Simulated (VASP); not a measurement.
**A VASP 6.6.1 single-point calculation on AlN**

INCAR

```
NBANDS = 11
ISYM = 1
ALGO = Normal
EDIFF = 1E-7
BMIX = 0.5
SIGMA = 0.01
LREAL = .FALSE.
ENCUT = 520
ISMEAR = 0
NSW = 0
ISIF = 2
LCHARG = .FALSE.
IBRION = -1
PREC = Accurate
LASPH = .TRUE.
METAGGA = R2SCAN
NELM = 120
LWAVE = .FALSE.
```

KPOINTS

```
KPOINTS created by Atomic Simulation Environment
0
Gamma
10 10 10
0 0 0
```

POSCAR

```
Al N
 1.0000000000000000
     0.0000000000000000    2.0865005383000002    2.0865005383000002
     2.0865005383000002    0.0000000000000000    2.0865005383000002
     2.0865005383000002    2.0865005383000002    0.0000000000000000
 Al  N
   1   1
Cartesian
  0.0000000000000000  0.0000000000000000  0.0000000000000000
  2.0865005383000002  2.0865005383000002  2.0865005383000002
```

The recommended PBE PAW datasets give the neutral cell 8 valence electrons.

Command

```
mpirun -np 1 vasp_std
```

OSZICAR

```
N       E                     dE             d eps       ncg     rms          rms(c)
DAV:   1     0.439805605221E+01    0.43981E+01   -0.40655E+03  1074   0.638E+02
DAV:   2    -0.216104789644E+02   -0.26009E+02   -0.24788E+02  1223   0.141E+02
DAV:   3    -0.224242611298E+02   -0.81378E+00   -0.81294E+00  1284   0.223E+01
DAV:   4    -0.224278550281E+02   -0.35939E-02   -0.35936E-02  1172   0.163E+00
DAV:   5    -0.224278940521E+02   -0.39024E-04   -0.39024E-04  1216   0.158E-01    0.747E+00
DAV:   6    -0.186549687626E+02    0.37729E+01   -0.70549E+00  1109   0.135E+01    0.316E+00
DAV:   7    -0.187439202753E+02   -0.88952E-01   -0.20571E-01  1169   0.358E+00    0.198E+00
DAV:   8    -0.187606549790E+02   -0.16735E-01   -0.37332E-02  1085   0.153E+00    0.322E-01
DAV:   9    -0.187602371290E+02    0.41785E-03   -0.14296E-03  1178   0.253E-01    0.743E-02
DAV:  10    -0.187604291314E+02   -0.19200E-03   -0.23696E-04  1148   0.120E-01    0.154E-02
DAV:  11    -0.187604237826E+02    0.53488E-05   -0.38256E-05  1219   0.339E-02    0.407E-03
DAV:  12    -0.187604230239E+02    0.75867E-06   -0.10119E-06  1148   0.921E-03    0.154E-03
DAV:  13    -0.187604227269E+02    0.29704E-06   -0.19091E-07   696   0.285E-03    0.217E-04
DAV:  14    -0.187604226874E+02    0.39479E-07   -0.10084E-08   577   0.113E-03
   1 F= -.18760423E+02 E0= -.18760423E+02  d E =-.336154E-44
```

From OUTCAR

```
k-points           NKPTS =     47   k-points in BZ     NKDIM =     47   number of bands    NBANDS=     11

   NELECT =       8.0000    total number of electrons

   dimension x,y,z NGX =    24 NGY =   24 NGZ =   24
   dimension x,y,z NGXF=    48 NGYF=   48 NGZF=   48

  energy-cutoff  :      520.00
  volume of cell :       18.17
      direct lattice vectors                 reciprocal lattice vectors
     0.000000000  2.086500538  2.086500538    -0.239635692  0.239635692  0.239635692
     2.086500538  0.000000000  2.086500538     0.239635692 -0.239635692  0.239635692
     2.086500538  2.086500538  0.000000000     0.239635692  0.239635692 -0.239635692

 k-points in reciprocal lattice and weights: KPOINTS created by Atomic Simulation Env
   0.00000000  0.00000000  0.00000000       0.001
   0.10000000  0.00000000  0.00000000       0.008
   0.20000000  0.00000000  0.00000000       0.008
   0.30000000  0.00000000  0.00000000       0.008
   0.40000000  0.00000000  0.00000000       0.008
   0.50000000  0.00000000  0.00000000       0.004
   0.10000000  0.10000000  0.00000000       0.006
   0.20000000  0.10000000  0.00000000       0.024
   ...

 E-fermi :   8.6981

 k-point     1 :       0.0000    0.0000    0.0000
  band No.  band energies     occupation
      1      -8.9604      2.00000
      2       8.6025      2.00000
      3       8.6025      2.00000
      4       8.6025      2.00000
      5      13.7603      0.00000
      6      21.1888      0.00000
      7      21.1888      0.00000
      8      21.1888      0.00000
      9      26.4517      0.00000
     10      26.4517      0.00000
     11      26.7217      0.00000

 k-point     2 :       0.1000    0.0000    0.0000
  band No.  band energies     occupation
      1      -8.7706      2.00000
      2       7.5789      2.00000
      3       8.4921      2.00000
      4       8.4921      2.00000
      5      14.4552      0.00000
      6      20.3547      0.00000
      7      21.4609      0.00000
      8      21.4609      0.00000
      9      24.8427      0.00000
     10      24.8427      0.00000
     11      26.9589      0.00000

 k-point     3 :       0.2000    0.0000    0.0000
  band No.  band energies     occupation
      1      -8.2226      2.00000
      2       5.4969      2.00000
      3       8.2225      2.00000
      4       8.2225      2.00000
      5      15.3213      0.00000
      6      19.7302      0.00000
      7      21.4916      0.00000
      8      21.4916      0.00000
      9      24.3794      0.00000
     10      24.3794      0.00000
     11      26.2289      0.00000

 k-point     4 :       0.3000    0.0000    0.0000
  band No.  band energies     occupation
      1      -7.3987      2.00000
      2       3.2940      2.00000
      3       7.9210      2.00000
      4       7.9210      2.00000
      5      15.3246      0.00000
      6      20.4120      0.00000
      7      20.6546      0.00000
      8      20.6546      0.00000
      9      25.4828      0.00000
     10      25.9366      0.00000
     11      25.9366      0.00000

 k-point     5 :       0.4000    0.0000    0.0000
  band No.  band energies     occupation
      1      -6.5197      2.00000
      2       1.5029      2.00000
      3       7.6982      2.00000
      4       7.6982      2.00000
      5      15.0310      0.00000
      6      19.9650      0.00000
      7      19.9650      0.00000
      8      21.3892      0.00000
      9      25.0927      0.00000
     10      28.1604      0.00000
     11      28.1604      0.00000

 ...

  Total       -2.6280521     -2.6280521     -2.6280521     -0.0000000      0.0000000      0.0000000
  in kB     -231.7709816   -231.7709816   -231.7709816     -0.0000000      0.0000000      0.0000000
  external PRESSURE =    -231.7709816 kB  Pullay stress =       0.0000000 kB

 POSITION                                       TOTAL-FORCE (eV/Angst)
 -----------------------------------------------------------------------------------
      0.00000      0.00000      0.00000         0.000000     -0.000000     -0.000000
      2.08650      2.08650      2.08650        -0.000000      0.000000      0.000000
 -----------------------------------------------------------------------------------
    total drift:                               -0.000000     -0.000000      0.000000

  FREE ENERGIE OF THE ION-ELECTRON SYSTEM (eV)
  ---------------------------------------------------
  free  energy   TOTEN  =       -18.7604226874 eV

  energy  without entropy=      -18.7604226874  energy(sigma->0) =      -18.76042269
```

It converged. Results: gap between bands v and c on the k mesh 4.56 eV; least direct gap on the k mesh 5.16 eV; pressure -23.2 GPa. Band v is the last that the valence electrons fill when counted band by band, and c is the next.

For comparison, a separate r²SCAN run of the intended cell, on usual settings and not on those above, gives a gap of 4.56 eV on its mesh and a pressure of -23.2 GPa.

The run above took about 25 s on one core of a shared host (Intel Xeon Platinum 8488C) and held 0.14 GiB at most.
